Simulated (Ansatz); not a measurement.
**Re: response to strain**

Re is deformed so: equal xx and yy strain of -2 %. What stress and forces result, by LAPW, PAW and all-electron datasets made for the crystal?

Method: DFT PBE, scalar-relativistic, in Ansatz 0.2.0.

## Step 1: The structure to begin with

The structure is trigonal, space group R-3m (No. 166). Conventional cell: a = 2.768 Å, b = 2.768 Å, c = 20.096 Å, α = 90.00°, β = 90.00°, γ = 120.00°. Around Re (site symmetry -3m) lie 12 Re at 2.75 to 2.77 Å. Re (site symmetry 3m) is surrounded by 12 Re at 2.74 to 2.77 Å.

Structure file:

```cif
data_structure
_symmetry_space_group_name_H-M 'P 1'
_symmetry_Int_Tables_number 1
_cell_length_a 6.8866
_cell_length_b 6.8866
_cell_length_c 6.8866
_cell_angle_alpha 23.186
_cell_angle_beta 23.186
_cell_angle_gamma 23.186
_cell_volume 44.44
loop_
_atom_site_label
_atom_site_type_symbol
_atom_site_fract_x
_atom_site_fract_y
_atom_site_fract_z
_atom_site_occupancy
Re1 Re 0.00000 0.00000 0.00000 1
Re2 Re 0.22217 0.22217 0.22217 1
Re3 Re 0.77783 0.77783 0.77783 1
```

Atoms are numbered in the order of the input: Re1, Re2, Re3.

## Step 2: The deformed structure

Space group R-3m before, R-3m after.

## Step 3: LAPW, all electrons

input.yaml reads:

```yaml
crystal:
  lattice:
    - [1.3562446894, 0.7830282365, 6.6986080885]
    - [-1.3562446894, 0.7830282365, 6.6986080885]
    - [0.0, -1.566056473, 6.6986080885]
  atoms:
    - { symbol: Re, position: [0.0, 0.0, 0.0] }
    - { symbol: Re, position: [0.22217388, 0.22217388, 0.22217388] }
    - { symbol: Re, position: [0.77782612, 0.77782612, 0.77782612] }
kpoints:
  mp_grid: { grid: [15, 15, 15] }
  band_path:
    path:
      - [0.0, 0.0, 0.0]
      - [0.5, 0.5, 0.5]
      - [0.8242238353, 0.1757761647, 0.5]
      - [0.5, -0.1757761647, 0.1757761647]
      - [0.5, 0.0, 0.0]
      - [0.0, 0.0, 0.0]
      - [0.3378880824, -0.3378880824, 0.0]
      - [0.6621119176, 0.0, 0.3378880824]
      - [0.5, 0.0, 0.5]
    npoints: 5
scf:
  occupations: { method: fermi_dirac, width: 0.05 }
hamiltonian:
  xc: pbe
  pseudopotentials: { kind: all_electron, lapw: { basis_error: 0.0005 } }
output:
  forces: true
  stress: true
  eigenvalues: true
```

Launch:

```bash
$ ansatz run input.yaml --threads 1 --pin off --max-ram 6144MiB --backend cpu --events-out ev --progress --plain --runs-dir out
```

## Step 4: PAW with frozen cores

input.yaml reads:

```yaml
crystal:
  lattice:
    - [1.3562446894, 0.7830282365, 6.6986080885]
    - [-1.3562446894, 0.7830282365, 6.6986080885]
    - [0.0, -1.566056473, 6.6986080885]
  atoms:
    - { symbol: Re, position: [0.0, 0.0, 0.0] }
    - { symbol: Re, position: [0.22217388, 0.22217388, 0.22217388] }
    - { symbol: Re, position: [0.77782612, 0.77782612, 0.77782612] }
kpoints:
  mp_grid: { grid: [15, 15, 15] }
scf:
  occupations: { method: fermi_dirac, width: 0.05 }
hamiltonian:
  xc: pbe
  pseudopotentials: { kind: paw }
output:
  forces: true
  stress: true
  eigenvalues: true
  efg: { contact_densities: true }
  write_density: true
  write_potential: true
  elf: true
  volumetric_format: npy
```

## Step 5: All-electron PAW on datasets made for the crystal

input.yaml: that of step 4 with these lines changed.

```diff
@@ -15,3 +15,3 @@
   xc: pbe
-  pseudopotentials: { kind: paw }
+  pseudopotentials: { kind: all_electron, datasets: crystal }
 output:
@@ -21,5 +21 @@
   efg: { contact_densities: true }
-  write_density: true
-  write_potential: true
-  elf: true
-  volumetric_format: npy
```

(Steps that only read results are left out.)

Before running it: what results should come out? Wanted: pressure; largest shear or deviatoric stress.

**Answer**, as computed:

| quantity | value |
| --- | --- |
| pressure | LAPW 20.57, PAW 20.51, crystal datasets 20.57 GPa |
| largest shear or deviatoric stress (LAPW) | 7.24 GPa |

The largest part of the stress beyond the pressure is 7.24 GPa in size, in the zz component; the atoms are carried along and not relaxed. No run of the undeformed cell stands beside it, so the pressure holds what the given cell had before the change. PAW: stress within 0.06 GPa of LAPW, forces within 1 meV/Å. Crystal datasets: stress within 0.01 GPa of LAPW, forces within 1 meV/Å. Spin-orbit coupling is left out, though the cell holds Re; in elements this heavy it can shift bands and gaps by tenths of an eV.
